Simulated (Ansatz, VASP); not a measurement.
Two plane-wave programs on Ta

```
Ta
1.0
    -1.70387    1.70387    1.70387
     1.70387   -1.70387    1.70387
     1.70387    1.70387   -1.70387
Ta
1
Cartesian
  0.0000 0.0000 0.0000
```

Alike in both runs: task single point; functional PBE; k mesh 22 × 22 × 22; occupations fermi-dirac, width 0.1 eV; no spin polarisation.

|  | VASP | Ansatz |
| --- | --- | --- |
| version | VASP 6.6.1 | Ansatz 0.2.0 |
| potentials or method | VASP PAW PBE potentials, release 64 (Ta_pv) | plane waves (420 eV) with PAW, scalar-relativistic |
| plane-wave cutoff (eV) | 520 | 420 |
| valence electrons in the cell | 11 | 13 |

```csv
,VASP,Ansatz,Ansatz less VASP
pressure (GPa),-13.0,-13.0,-0.01
```

The two sets of potentials don't hold the same shells in valence.

The runs have no spin-orbit coupling, so splittings on Ta are missing.
